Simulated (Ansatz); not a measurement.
# MnS: the cost of one run

Computed with Ansatz 0.2.0 (DFT PBE, scalar-relativistic, plane waves, PAW, unless a step's input says otherwise).

The COD entry's cell or inner coordinates are ideal or old and differ from later refinements, so a difference from it is no clean test against experiment.

### Step 1. The system as given

The structure is trigonal, space group P3m1 (No. 156). Conventional cell: a = 3.603 Å, b = 3.603 Å, c = 28.238 Å, α = 90.00°, β = 90.00°, γ = 120.00°. S (site symmetry 3m) has 3 Mn at 2.55 Å as nearest neighbours. Mn (site symmetry 3m) is surrounded by 6 S at 2.55 Å. Around S (site symmetry 3m) lie 6 Mn at 2.55 Å. Only part of the 10 independent sites is listed.

As a file:

```cif
data_structure
_symmetry_space_group_name_H-M 'P3m1'
_symmetry_Int_Tables_number 156
_cell_length_a 3.6029
_cell_length_b 3.6029
_cell_length_c 28.2377
_cell_angle_alpha 90.000
_cell_angle_beta 90.000
_cell_angle_gamma 120.000
_cell_volume 317.43
loop_
_atom_site_label
_atom_site_type_symbol
_atom_site_symmetry_multiplicity
_atom_site_Wyckoff_symbol
_atom_site_fract_x
_atom_site_fract_y
_atom_site_fract_z
_atom_site_occupancy
S1 S 1 b 0.33333 0.66667 0.26560 1
Mn1 Mn 1 c 0.66667 0.33333 0.31769 1
S2 S 1 a 0.00000 0.00000 0.36978 1
Mn2 Mn 1 b 0.33333 0.66667 0.42187 1
S3 S 1 c 0.66667 0.33333 0.47396 1
Mn3 Mn 1 a 0.00000 0.00000 0.52604 1
S4 S 1 b 0.33333 0.66667 0.57813 1
Mn4 Mn 1 c 0.66667 0.33333 0.63022 1
S5 S 1 a 0.00000 0.00000 0.68231 1
Mn5 Mn 1 b 0.33333 0.66667 0.73440 1
```

### Step 2. (1 1 1) slab cut from the bulk

The input, input.yaml:

```yaml
crystal:
  lattice:
    - [3.6028533902, 0.0, 0.0]
    - [-1.8014266951, 3.1201625621, 0.0]
    - [0.0, 0.0, 28.2377286362]
  atoms:
    - { symbol: S, position: [0.3333333333, 0.6666666667, 0.2656020991], spin: 0.14 }
    - { symbol: Mn, position: [0.6666666667, 0.3333333333, 0.3176905215], spin: 4.42 }
    - { symbol: S, position: [0.0, 0.0, 0.369778944], spin: 0.14 }
    - { symbol: Mn, position: [0.3333333333, 0.6666666667, 0.4218673664], spin: 4.42 }
    - { symbol: S, position: [0.6666666667, 0.3333333333, 0.4739557888], spin: 0.14 }
    - { symbol: Mn, position: [0.0, 0.0, 0.5260442112], spin: 4.42 }
    - { symbol: S, position: [0.3333333333, 0.6666666667, 0.5781326336], spin: 0.14 }
    - { symbol: Mn, position: [0.6666666667, 0.3333333333, 0.630221056], spin: 4.42 }
    - { symbol: S, position: [0.0, 0.0, 0.6823094785], spin: 0.14 }
    - { symbol: Mn, position: [0.3333333333, 0.6666666667, 0.7343979009], spin: 4.42 }
basis:
  ecutwfc: 420
kpoints:
  mp_grid: { grid: [12, 12, 1] }
hamiltonian:
  xc: pbe
scf:
  occupations: { method: gaussian, width: 0.1 }
output:
  forces: true
  stress: true
  eigenvalues: true
  populations: true
magnetization:
  spin_polarized: true
efield:
  axis: 3
  dipole_correction: true
```

Run with:

```console
$ ansatz run input.yaml --threads 1 --pin off --max-ram 2560MiB --backend cpu --events-out ev --progress --plain --runs-dir out
```

What time and memory should one allow on 1 thread of Intel Xeon at 2.70GHz, shared host?

About 2.6 min, with a peak of 1 GiB.
